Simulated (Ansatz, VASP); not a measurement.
**Two plane-wave programs on Pd**

Contents of INCAR:

```
SYSTEM = Pd
PREC = Accurate
ENCUT = 520
EDIFF = 1E-6
ISMEAR = 0
SIGMA = 0.15
LREAL = .False.
LASPH = .True.
NELM = 100
ALGO = Fast
ISIF = 2
LWAVE = .False.
LCHARG = .True.
GGA = PE
LELF = .True.
LVHAR = .True.
NBANDS = 11
```

Contents of KPOINTS:

```
Automatic mesh
0
Gamma
  20 20 20
  0 0 0
```

Contents of POSCAR:

```
Pd
1.0
    0.0000000000      1.8476550000      1.9449000000
    1.8476550000      0.0000000000      1.9449000000
    1.8476550000      1.8476550000      0.0000000000
Pd
1
Direct
    0.0000000000      0.0000000000      0.0000000000
```

Input for Ansatz:

```yaml
crystal:
  lattice:
    - [0.0, 1.847655, 1.9449]
    - [1.847655, 0.0, 1.9449]
    - [1.847655, 1.847655, 0.0]
  atoms:
    - { symbol: Pd, position: [0.0, 0.0, 0.0] }
basis:
  ecutwfc: 420
kpoints:
  mp_grid: { grid: [20, 20, 20] }
hamiltonian:
  xc: pbe
scf:
  occupations: { method: gaussian, width: 0.15 }
output:
  forces: true
  stress: true
  eigenvalues: true
```

Change from the starting cell: strain -0.050 along x and y, +0.000 along z, atoms carried along.

Alike in both runs: task single point; functional PBE; k mesh 20 × 20 × 20; occupations gaussian, width 0.15 eV; no spin polarisation.

|  | VASP | Ansatz |
| --- | --- | --- |
| version | VASP 6.6.1 | Ansatz 0.2.0 |
| potentials or method | VASP PAW PBE potentials, release 64 (Pd) | scalar-relativistic, plane waves, PAW |
| plane-wave cutoff (eV) | 520 | 420 |
| valence electrons in the cell | 10 | 18 |

|  | VASP | Ansatz | Ansatz less VASP |
| --- | --- | --- | --- |
| gap on the k mesh at the Fermi level (eV) | none | none | - |
| pressure (GPa) | 35.4 | 35.9 | +0.52 |
| largest component of the traceless stress (GPa) | 3.64 | 3.70 | +0.063 |

A gap of «none» marks a metal or a gap that the smearing closes. With one functional, cell and mesh, what is left measures potentials, basis and numerics. The two sets of potentials don't hold the same shells in valence.

Caveats: so large a pressure means that the cell lies far from this level's equilibrium, or that cutoff or potentials fall short (VASP).
